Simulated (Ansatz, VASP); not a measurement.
# InAs: VASP beside Ansatz

```
In As
1.0
     0.00000    3.05356    3.05356
     3.05356    0.00000    3.05356
     3.05356    3.05356    0.00000
In As
1 1
Direct
  0.25000 0.25000 0.25000
  0.00000 0.00000 0.00000
```

The cell is a database's computed one.

Alike in both runs: task single point; functional PBEsol; k mesh 6 × 6 × 6; occupations gaussian, width 0.1 eV; no spin polarisation.

|  | VASP | Ansatz |
| --- | --- | --- |
| version | VASP 6.6.1 | Ansatz 0.2.0 |
| potentials or method | VASP PAW PBE potentials, release 64 (In_d, As) | scalar-relativistic, plane waves, PAW |
| plane-wave cutoff (eV) | 520 | 420 |
| valence electrons in the cell | 18 | 28 |

Ansatz gave:

```
gap on the k mesh at the Fermi level (eV) : none
pressure (GPa)                            : -0.5
```

Task: Which values does VASP return?

Result: gap on the k mesh at the Fermi level (eV): none; pressure (GPa): -0.4.

A gap of «none» marks a metal or a gap that the smearing closes. The two sets of potentials don't hold the same shells in valence. Ansatz warned: «pseudo_functional_mismatch».

Caveats: the PAW data sets were made with another functional, which shifts forces and pressure a little (VASP); this crystal is a semiconductor, whose small gap the functional closes, so the metal is an error of the method.
